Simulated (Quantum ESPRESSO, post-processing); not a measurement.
# Thickness dependence of 2H-MoTe2, part 4 of 8

What does each added layer of 2H-MoTe2 bring in screening, and what does it do to the gap?

Quantum ESPRESSO 7.5; plane-wave DFT, PBE, GBRV ultrasoft pseudopotentials.

So far. Step 3 (SCF with pw.x, 1 layer: no field): The run needed 15 iterations to bring the estimated error under 1e-09 Ry; the largest force on any atom, held or free, is 0.15 eV/Å. Step 7 (Electrostatic potential, 1 layer): The slope in the vacuum is 0.100 eV/Å for an applied 0.10 V/Å, as it should be.

**8. Bands along a path, 1 layer: no field**

The density is frozen and the levels are solved along a path.

File n1.f0.bands.in:

```
&control
  prefix = 'n1.f0.bands'
  outdir = './out'
  pseudo_dir = './pseudo'
  calculation = 'bands'
  tefield = .true.
  dipfield = .true.
/
&system
  ibrav = 0
  nat = 3
  ntyp = 2
  ecutwfc = 40
  ecutrho = 200
  occupations = 'smearing'
  smearing = 'fd'
  degauss = 0.004
  edir = 3
  emaxpos = 0.97
  eopreg = 0.04
  eamp = 0.0
  nbnd = 17
/
&electrons
  conv_thr = 1e-07
  mixing_beta = 0.4
  electron_maxstep = 120
  mixing_mode = 'local-TF'
/
ATOMIC_SPECIES
  Te  127.6000  te_pbe_v1.uspp.F.UPF
  Mo  95.9500  mo_pbe_v1.uspp.F.UPF
CELL_PARAMETERS angstrom
  3.52083076100000 0.00000000000000 0.00000000000000
  -1.76041538000000 3.04912888100000 0.00000000000000
  0.00000000000000 0.00000000000000 20.77410263100000
ATOMIC_POSITIONS crystal
  Te  0.333333333300 0.666666666700 0.412471503400
  Mo  0.000000000000 0.000000000000 0.500000000000
  Te  0.333333333300 0.666666666700 0.587528496600
K_POINTS crystal_b
4
  0.0000000000 0.0000000000 0.0000000000 12
  0.5000000000 0.0000000000 0.0000000000 12
  0.3333333333 0.3333333333 0.0000000000 12
  0.0000000000 0.0000000000 0.0000000000 1
```

Command:

```bash
$ cp -r out/n1.f0.save out/n1.f0.bands.save
$ cp out/n1.f0.xml out/n1.f0.bands.xml
$ OMP_NUM_THREADS=1 mpirun -n 4 pw.x -nk 4 -in n1.f0.bands.in > n1.f0.bands.out
```

Log:

```text
[banner, memory and clock lines left out]
Program PWSCF v.7.5 starts

          URL

     Presently no symmetry can be used with electric field

     Atomic positions and unit cell read from directory:
     ./out/n1.f0.bands.save/

     G-vector sticks info

     bravais-lattice index     =            0
     lattice parameter (alat)  =       6.6534  a.u.
     unit-cell volume          =    1505.0115 (a.u.)^3
     number of atoms/cell      =            3
     number of atomic types    =            2
     number of electrons       =        26.00
     number of Kohn-Sham states=           17
     kinetic-energy cutoff     =      40.0000  Ry
     charge density cutoff     =     200.0000  Ry
     Exchange-correlation= SLA  PW   PBE  PBE
                           (   1   4   3   4   0   0   0)

     celldm(1)=   6.653406  celldm(2)=   0.000000  celldm(3)=   0.000000
     celldm(4)=   0.000000  celldm(5)=   0.000000  celldm(6)=   0.000000

     crystal axes: (cart. coord. in units of alat)
               a(1) = (   1.000000   0.000000   0.000000 )
               a(2) = (  -0.500000   0.866025   0.000000 )
               a(3) = (   0.000000   0.000000   5.900341 )

     reciprocal axes: (cart. coord. in units 2 pi/alat)
               b(1) = (  1.000000  0.577350 -0.000000 )
               b(2) = (  0.000000  1.154701  0.000000 )
               b(3) = (  0.000000 -0.000000  0.169482 )

     PseudoPot. # 1 for Te read from file:
     ./pseudo/te_pbe_v1.uspp.F.UPF
     Pseudo is Ultrasoft + core correction, Zval =  6.0
     Generated by new atomic code, or converted to UPF format
     Using radial grid of  891 points,  5 beta functions with:
                l(1) =   0
                l(2) =   0
                l(3) =   1
                l(4) =   1
                l(5) =   2
     Q(r) pseudized with  6 coefficients,  rinner =    1.800   1.800   1.800
                                                       1.800   1.800

     PseudoPot. # 2 for Mo read from file:
     ./pseudo/mo_pbe_v1.uspp.F.UPF
     Pseudo is Ultrasoft + core correction, Zval = 14.0
     Generated by new atomic code, or converted to UPF format
     Using radial grid of  889 points,  6 beta functions with:
                l(1) =   0
                l(2) =   0
                l(3) =   1
                l(4) =   1
                l(5) =   2
                l(6) =   2
     Q(r) pseudized with  6 coefficients,  rinner =    1.000   1.000   1.000
                                                       1.000   1.000

     atomic species   valence    mass     pseudopotential
     Te                6.00   127.60000     Te( 1.00)
     Mo               14.00    95.95000     Mo( 1.00)

     No symmetry found

   Cartesian axes

     site n.     atom                  positions (alat units)
         1        Te     tau(   1) = (   0.0000000   0.5773503   2.4337226  )
         2        Mo     tau(   2) = (   0.0000000   0.0000000   2.9501706  )
         3        Te     tau(   3) = (   0.0000000   0.5773503   3.4666186  )

     number of k points=    37  Fermi-Dirac smearing, width (Ry)=  0.0040
                       cart. coord. in units 2pi/alat
        k(    1) = (   0.0000000   0.0000000   0.0000000), wk =   0.0540541
        k(    2) = (   0.0416667   0.0240563   0.0000000), wk =   0.0540541
        k(    3) = (   0.0833333   0.0481125   0.0000000), wk =   0.0540541
        k(    4) = (   0.1250000   0.0721688   0.0000000), wk =   0.0540541
        k(    5) = (   0.1666667   0.0962250   0.0000000), wk =   0.0540541
        k(    6) = (   0.2083333   0.1202813   0.0000000), wk =   0.0540541
        k(    7) = (   0.2500000   0.1443376   0.0000000), wk =   0.0540541
        k(    8) = (   0.2916667   0.1683938   0.0000000), wk =   0.0540541
        k(    9) = (   0.3333333   0.1924501   0.0000000), wk =   0.0540541
        k(   10) = (   0.3750000   0.2165064   0.0000000), wk =   0.0540541
        k(   11) = (   0.4166667   0.2405626   0.0000000), wk =   0.0540541
        k(   12) = (   0.4583333   0.2646189   0.0000000), wk =   0.0540541
        k(   13) = (   0.5000000   0.2886751   0.0000000), wk =   0.0540541
        k(   14) = (   0.4861111   0.3127314   0.0000000), wk =   0.0540541
        k(   15) = (   0.4722222   0.3367877   0.0000000), wk =   0.0540541
        k(   16) = (   0.4583333   0.3608439   0.0000000), wk =   0.0540541
        k(   17) = (   0.4444444   0.3849002   0.0000000), wk =   0.0540541
        k(   18) = (   0.4305556   0.4089564   0.0000000), wk =   0.0540541
        k(   19) = (   0.4166667   0.4330127   0.0000000), wk =   0.0540541
        k(   20) = (   0.4027778   0.4570690   0.0000000), wk =   0.0540541
        k(   21) = (   0.3888889   0.4811252   0.0000000), wk =   0.0540541
        k(   22) = (   0.3750000   0.5051815   0.0000000), wk =   0.0540541
        k(   23) = (   0.3611111   0.5292377   0.0000000), wk =   0.0540541
        k(   24) = (   0.3472222   0.5532940   0.0000000), wk =   0.0540541
        k(   25) = (   0.3333333   0.5773503   0.0000000), wk =   0.0540541
        k(   26) = (   0.3055556   0.5292377   0.0000000), wk =   0.0540541
        k(   27) = (   0.2777778   0.4811252   0.0000000), wk =   0.0540541
        k(   28) = (   0.2500000   0.4330127   0.0000000), wk =   0.0540541
        k(   29) = (   0.2222222   0.3849002   0.0000000), wk =   0.0540541
        k(   30) = (   0.1944444   0.3367877   0.0000000), wk =   0.0540541
        k(   31) = (   0.1666667   0.2886751   0.0000000), wk =   0.0540541
        k(   32) = (   0.1388889   0.2405626   0.0000000), wk =   0.0540541
        k(   33) = (   0.1111111   0.1924501   0.0000000), wk =   0.0540541
        k(   34) = (   0.0833333   0.1443376   0.0000000), wk =   0.0540541
        k(   35) = (   0.0555556   0.0962250   0.0000000), wk =   0.0540541
        k(   36) = (   0.0277778   0.0481125   0.0000000), wk =   0.0540541
        k(   37) = (   0.0000000   0.0000000   0.0000000), wk =   0.0540541

     Dense  grid:    71619 G-vectors     FFT dimensions: (  30,  30, 180)

     Smooth grid:    51633 G-vectors     FFT dimensions: (  27,  27, 160)

     The potential is recalculated from file :
     ./out/n1.f0.bands.save/charge-density

     negative rho (up, down):  2.648E-03 0.000E+00

     Adding external electric field

     Computed dipole along edir(3) :
        Dipole                0.0000 Ry au,          0.0000 Debye
        Dipole field          0.0000 Ry au,

        Potential amp.       -0.0000 Ry
        Total length         37.6871 bohr

     Starting wfcs are   21 randomized atomic wfcs

     Band Structure Calculation
     Davidson diagonalization with overlap

     ethr =  3.85E-10,  avg # of iterations = 26.6

[...]
-1.5229  -1.4458  -0.7284  -0.6760  -0.3950   3.1419   3.2835   3.3382
     3.4610

          k = 0.0833 0.0481 0.0000 (  6453 PWs)   bands (ev):

   -60.5827 -34.7430 -34.6171 -34.6105 -12.4404 -11.5550  -4.7910  -1.8708
    -1.6881  -1.3860  -0.8257  -0.6454  -0.3975   2.8554   2.9414   3.3060
     3.3442

          k = 0.1250 0.0722 0.0000 (  6455 PWs)   bands (ev):

   -60.5820 -34.7408 -34.6273 -34.6129 -12.3211 -11.4706  -4.6627  -2.0396
    -1.9471  -1.2891  -0.9711  -0.6524  -0.4142   2.4867   2.5448   3.0834
     3.4285

          k = 0.1667 0.0962 0.0000 (  6461 PWs)   bands (ev):

   -60.5810 -34.7381 -34.6406 -34.6161 -12.1582 -11.3556  -4.4949  -2.2812
    -2.2546  -1.1595  -1.1464  -0.7384  -0.4616   2.0743   2.3317   2.8270
     3.5193

          k = 0.2083 0.1203 0.0000 (  6430 PWs)   bands (ev):

   -60.5798 -34.7348 -34.6560 -34.6197 -11.9562 -11.2136  -4.3044  -2.6675
    -2.5211  -1.3340  -1.0038  -0.9015  -0.5518   1.7700   2.2719   2.5650
     3.6025

          k = 0.2500 0.1443 0.0000 (  6416 PWs)   bands (ev):

   -60.5786 -34.7313 -34.6725 -34.6236 -11.7217 -11.0498  -4.1286  -3.0668
    -2.8443  -1.5196  -1.0937  -0.8306  -0.6739   1.5997   2.3178   2.3522
     3.6701

          k = 0.2917 0.1684 0.0000 (  6420 PWs)   bands (ev):

   -60.5774 -34.7279 -34.6890 -34.6275 -11.4641 -10.8718  -4.0819  -3.3650
    -3.2132  -1.6917  -1.2650  -0.7877  -0.6511   1.5474   2.0998   2.5271
     3.7195

          k = 0.3333 0.1925 0.0000 (  6434 PWs)   bands (ev):

   -60.5762 -34.7246 -34.7043 -34.6311 -11.1971 -10.6902  -4.3245  -3.5960
    -3.4001  -1.8420  -1.3943  -0.8469  -0.4787   1.5773   1.9201   2.7506
     3.7522

          k = 0.3750 0.2165 0.0000 (  6420 PWs)   bands (ev):

   -60.5752 -34.7218 -34.7174 -34.6342 -10.9403 -10.5191  -4.6926  -3.9519
    -3.3228  -1.9644  -1.4824  -0.8286  -0.3276   1.6564   1.7840   2.9821
     3.7716

          k = 0.4167 0.2406 0.0000 (  6428 PWs)   bands (ev):

   -60.5745 -34.7274 -34.7197 -34.6366 -10.7199 -10.3761  -5.0256  -4.2412
    -3.2596  -2.0546  -1.5376  -0.7501  -0.2109   1.6920   1.7582   3.1838
     3.7820

          k = 0.4583 0.2646 0.0000 (  6438 PWs)   bands (ev):

   -60.5740 -34.7337 -34.7183 -34.6381 -10.5679 -10.2798  -5.2537  -4.4305
    -3.2273  -2.1098  -1.5673  -0.6636  -0.1380   1.6405   1.8527   3.3211
     3.7866

          k = 0.5000 0.2887 0.0000 (  6450 PWs)   bands (ev):

   -60.5739 -34.7358 -34.7179 -34.6387 -10.5131 -10.2456  -5.3349  -4.4964
    -3.2181  -2.1283  -1.5767  -0.6263  -0.1133   1.6242   1.8940   3.3696
     3.7879

          k = 0.4861 0.3127 0.0000 (  6438 PWs)   bands (ev):

   -60.5738 -34.7355 -34.7178 -34.6393 -10.5088 -10.2423  -5.3254  -4.4938
    -3.2148  -2.1465  -1.5729  -0.6853  -0.1054   1.6279   1.8998   3.3832
     3.7061

          k = 0.4722 0.3368 0.0000 (  6438 PWs)   bands (ev):

   -60.5738 -34.7346 -34.7177 -34.6410 -10.4962 -10.2322  -5.2970  -4.4861
    -3.2053  -2.1980  -1.5638  -0.8463  -0.0902   1.6361   1.9190   3.4137
     3.5113

          k = 0.4583 0.3608 0.0000 (  6436 PWs)   bands (ev):

   -60.5737 -34.7332 -34.7174 -34.6440 -10.4757 -10.2159  -5.2500  -4.4742
    -3.1906  -2.2752  -1.5541  -1.0814  -0.0762   1.6412   1.9553   3.2292
     3.5021

          k = 0.4444 0.3849 0.0000 (  6424 PWs)   bands (ev):

   -60.5736 -34.7311 -34.7171 -34.6479 -10.4482 -10.1941  -5.1848  -4.4594
    -3.1726  -2.3696  -1.5480  -1.3655  -0.0636   1.6352   2.0127   2.9626
     3.5869

          k = 0.4306 0.4090 0.0000 (  6426 PWs)   bands (ev):

   -60.5734 -34.7286 -34.7167 -34.6527 -10.4147 -10.1677  -5.1019  -4.4434
    -3.1543  -2.4728  -1.6771  -1.5480  -0.0491   1.6141   2.0908   2.7102
     3.6882

          k = 0.4167 0.4330 0.0000 (  6440 PWs)   bands (ev):

   -60.5733 -34.7255 -34.7163 -34.6582 -10.3768 -10.1381  -5.0023  -4.4286
    -3.1412  -2.5768  -1.9960  -1.5552  -0.0291   1.5784   2.1853   2.4864
     3.7976

          k = 0.4028 0.4571 0.0000 (  6426 PWs)   bands (ev):

   -60.5731 -34.7220 -34.7159 -34.6643 -10.3365 -10.1069  -4.8871  -4.4174
    -3.1441  -2.6738  -2.2996  -1.5695  -0.0014   1.5308   2.2906   2.2978
     3.9078

          k = 0.3889 0.4811 0.0000 (  6414 PWs)   bands (ev):

   -60.5730 -34.7182 -34.7155 -34.6706 -10.2962 -10.0759  -4.7586  -4.4119
    -3.1870  -2.7573  -2.5537  -1.5896   0.0341   1.4752   2.1476   2.4000
     4.0116

          k = 0.3750 0.5052 0.0000 (  6418 PWs)   bands (ev):

   -60.5729 -34.7151 -34.7142 -34.6769 -10.2587 -10.0475  -4.6201  -4.4131
    -3.3044  -2.8222  -2.7138  -1.6126   0.0749   1.4169   2.0358   2.5057
     4.1019

          k = 0.3611 0.5292 0.0000 (  6432 PWs)   bands (ev):

   -60.5728 -34.7148 -34.7101 -34.6827 -10.2273 -10.0240  -4.4793  -4.4196
    -3.4831  -2.8660  -2.7802  -1.6350   0.1156   1.3634   1.9608   2.5980
     4.1722

          k = 0.3472 0.5533 0.0000 (  6419 PWs)   bands (ev):

   -60.5727 -34.7146 -34.7066 -34.6874 -10.2058 -10.0082  -4.4279  -4.3566
    -3.6515  -2.8897  -2.7997  -1.6520   0.1474   1.3242   1.9191   2.6641
     4.2169

          k = 0.3333 0.5774 0.0000 (  6405 PWs)   bands (ev):

   -60.5727 -34.7145 -34.7051 -34.6893 -10.1977 -10.0023  -4.4322  -4.3020
    -3.7253  -2.8965  -2.8029  -1.6588   0.1600   1.3093   1.9063   2.6893
     4.2324

          k = 0.3056 0.5292 0.0000 (  6435 PWs)   bands (ev):

   -60.5728 -34.7149 -34.7090 -34.6834 -10.2363 -10.0294  -4.4358  -4.4018
    -3.4995  -2.8791  -2.8024  -1.6241   0.1053   1.3697   1.9466   2.5757
     4.1717

          k = 0.2778 0.4811 0.0000 (  6441 PWs)   bands (ev):

   -60.5732 -34.7160 -34.7129 -34.6731 -10.3622 -10.1160  -4.5452  -4.2823
    -3.1239  -2.8448  -2.7968  -1.5117  -0.0239   1.5012   2.0366   2.2842
     4.0123

          k = 0.2500 0.4330 0.0000 (  6417 PWs)   bands (ev):

   -60.5738 -34.7179 -34.7124 -34.6623 -10.5746 -10.2602  -4.5023  -4.0517
    -2.9932  -2.7983  -2.5549  -1.3335  -0.1524   1.5771   1.9867   2.1273
     3.8169

          k = 0.2222 0.3849 0.0000 (  6431 PWs)   bands (ev):

   -60.5748 -34.7206 -34.7069 -34.6518 -10.8519 -10.4485  -4.3230  -3.7150
    -3.1056  -2.7247  -2.1235  -1.1219  -0.2405   1.4594   1.8915   2.1703
     3.6608

          k = 0.1944 0.3368 0.0000 (  6427 PWs)   bands (ev):

   -60.5760 -34.7241 -34.6966 -34.6421 -11.1632 -10.6615  -4.0845  -3.3035
    -3.2427  -2.5994  -1.7052  -0.9131  -0.3132   1.3458   1.9082   2.1443
     3.5888

          k = 0.1667 0.2887 0.0000 (  6411 PWs)   bands (ev):

   -60.5774 -34.7280 -34.6825 -34.6333 -11.4790 -10.8798  -3.9898  -3.2023
    -2.8901  -2.3754  -1.3535  -0.7384  -0.4141   1.4059   1.9801   2.0857
     3.5802

          k = 0.1389 0.2406 0.0000 (  6417 PWs)   bands (ev):

   -60.5789 -34.7321 -34.6659 -34.6258 -11.7760 -11.0869  -4.1453  -2.8845
    -2.5735  -1.9984  -1.1404  -0.6195  -0.4999   1.6093   2.0675   2.1740
     3.5781

          k = 0.1111 0.1925 0.0000 (  6431 PWs)   bands (ev):

   -60.5803 -34.7361 -34.6487 -34.6196 -12.0372 -11.2702  -4.3742  -2.4761
    -2.3309  -1.5538  -1.1371  -0.5656  -0.4825   1.9095   2.1580   2.5054
     3.5408

          k = 0.0833 0.1443 0.0000 (  6453 PWs)   bands (ev):

   -60.5815 -34.7396 -34.6328 -34.6147 -12.2507 -11.4208  -4.5884  -2.1115
    -2.0820  -1.2481  -1.1657  -0.5707  -0.4274   2.3201   2.3945   2.8871
     3.4628

          k = 0.0556 0.0962 0.0000 (  6465 PWs)   bands (ev):

   -60.5825 -34.7424 -34.6198 -34.6113 -12.4083 -11.5323  -4.7561  -1.9151
    -1.7568  -1.3622  -0.8929  -0.6155  -0.4002   2.7509   2.8147   3.2208
     3.3676

          k = 0.0278 0.0481 0.0000 (  6455 PWs)   bands (ev):

   -60.5831 -34.7442 -34.6114 -34.6092 -12.5049 -11.6007  -4.8619  -1.7688
    -1.5416  -1.4392  -0.7414  -0.6692  -0.3950   3.1051   3.2874   3.2906
     3.4411

          k = 0.0000 0.0000 0.0000 (  6499 PWs)   bands (ev):

   -60.5834 -34.7448 -34.6085 -34.6085 -12.5375 -11.6237  -4.8980  -1.7126
    -1.4661  -1.4661  -0.6940  -0.6940  -0.3954   3.2612   3.2612   3.5170
     3.5170

     XML data file, pseudopotentials, collected wavefunctions

                                        0.00s GPU  (     287 calls)
```

Elapsed: 14 s, on 4 MPI ranks of Arm Neoverse V1, shared host; peak memory 0.3 GiB; 57 s of CPU time.

Read from the output:

```
dipole along the normal              : 0 e·Å
valence top, on the run's zero       : 0.1600 eV
conduction bottom, on the run's zero : 1.309 eV
```

Band numbers count within the set of bands kept for display. The electronic bands at the labelled points (eV, zero at the highest filled level of the SCF mesh; v1 is the highest filled band, c1 the lowest empty one):

```csv
point,v4,v3,v2,v1,c1,c2,c3,c4
Γ,-1.63,-0.85,-0.85,-0.56,3.10,3.10,3.36,3.36
halfway,-1.68,-1.25,-0.99,-0.83,1.44,2.16,2.19,3.51
M,-2.29,-1.74,-0.79,-0.27,1.46,1.73,3.21,3.63
halfway,-2.74,-2.16,-1.72,-0.19,1.42,2.03,2.33,3.64
K,-3.06,-2.96,-1.82,0.00,1.15,1.75,2.53,4.07
halfway,-2.54,-1.51,-0.90,-0.57,1.25,1.82,1.93,3.42
Γ,-1.63,-0.85,-0.85,-0.56,3.10,3.10,3.36,3.36
```

Along this path the valence top lies at K and the conduction bottom at K.

**9. Polarisability from the dipole between 0 and 0.1 V/A, 1 layer**

This step gave:

| Property | Result |
| --- | --- |
| change of slope in the vacuum | 0.09998 eV/Å |
| polarisability a cell | 5.421 Å³ |
| sheet polarisability 4πα/A | 6.346 Å |

Table of change of the potential energy, second field less first by z:

z (Å), change of the potential energy, second field less first (eV) and a bar from the least value:
```
      0.0     -0.359 #######
      0.5     -0.670 
      1.0     -0.620 #
      1.5     -0.570 ##
      2.0     -0.520 ###
      2.5     -0.470 #####
      3.0     -0.420 ######
      3.5     -0.370 #######
      4.0     -0.320 ########
      4.5     -0.270 #########
      5.0     -0.221 ##########
      5.5     -0.172 ###########
      6.0     -0.124 ############
      6.5     -0.080 #############
      7.0     -0.044 ##############
      7.5     -0.021 ###############
      8.0     -0.010 ###############
      8.5     -0.005 ###############
      9.0     -0.004 ###############
      9.5     -0.004 ###############
     10.0     -0.002 ###############
     10.5      0.001 ###############
     11.0      0.003 ###############
     11.5      0.004 ###############
     12.0      0.004 ###############
     12.5      0.008 ###############
     13.0      0.015 ################
     13.5      0.030 ################
     14.0      0.061 #################
     14.5      0.101 ##################
     15.0      0.148 ###################
     15.5      0.196 ####################
     16.0      0.246 #####################
     16.5      0.295 ######################
     17.0      0.345 #######################
     17.5      0.395 ########################
     18.0      0.445 #########################
     18.5      0.495 ###########################
     19.0      0.545 ############################
     19.5      0.595 #############################
     20.0      0.645 ##############################
     20.5      0.089 #################
```

(Part 4 of 8 ends here.)

[Logs are printed without paths, hosts, clocks, repeated set-up lines and the standing remarks that a program may print on its own settings, such as how far it seeks lower states.]

[Hosts, paths, dates, database ids (printed as entryN), source tags and the programs' standing remarks are cut or masked in the printed files.]

[Maps of the electrostatic potential energy from Ansatz leave out the sawtooth potential of an applied field or a dipole correction, so their vacuum need not be flat; planar profiles and work functions include it.]
